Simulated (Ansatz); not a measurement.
**N under compression and expansion**

```cif
data_structure
_symmetry_space_group_name_H-M 'P2_13'
_symmetry_Int_Tables_number 198
_cell_length_a 5.6490
_cell_length_b 5.6490
_cell_length_c 5.6490
_cell_angle_alpha 90.000
_cell_angle_beta 90.000
_cell_angle_gamma 90.000
_cell_volume 180.27
loop_
_atom_site_label
_atom_site_type_symbol
_atom_site_symmetry_multiplicity
_atom_site_Wyckoff_symbol
_atom_site_fract_x
_atom_site_fract_y
_atom_site_fract_z
_atom_site_occupancy
N1 N 4 a 0.03000 0.03000 0.03000 1
```

The runs use the primitive cell with vectors (5.649, 0.000, 0.000), (0.000, 5.649, 0.000), (0.000, 0.000, 5.649) Å, to which the k mesh refers.

The geometry is COD entry 9012480, unchecked; take it as a test cell.

All numbers are computed: DFT, PBEsol, all-electron LAPW, scalar-relativistic (Ansatz 0.2.0); DFT, PBEsol, PAW with Ansatz's default frozen-core files, scalar-relativistic (Ansatz 0.2.0).

For LAPW: a Γ-centred 4×4×4 k mesh, Fermi–Dirac smearing of 0.02 eV, basis error target 1 meV/atom, no spin polarisation. PAW takes a cutoff of 420 eV at this cell (files made with PBE, cores remade for this functional). The Ansatz runs share mesh, smearing and spin set-up. Plane-wave (PAW) pressures include the program's estimate of the Pulay term.

The cell above is scaled evenly, with fractional coordinates and shape held.

```csv
V/V(cell),V (Å³/atom),"P, LAPW (GPa)","P, PAW (GPa)","free energy over the lowest listed, PAW (meV/atom)"
0.9400,42.363,-4.78,-4.78,0.0
0.9800,44.165,-4.31,-4.32,51.1
1.0000,45.067,-4.10,-4.12,74.9
1.0100,45.517,?,?,?
1.0400,46.869,-3.72,-3.73,119.0
```

**Question.** Fill in the row V/V(cell) = 1.0100.

**Answer.** P, LAPW (GPa) = -4.00, P, PAW (GPa) = -4.02, free energy over the lowest listed, PAW (meV/atom) = 86.3.
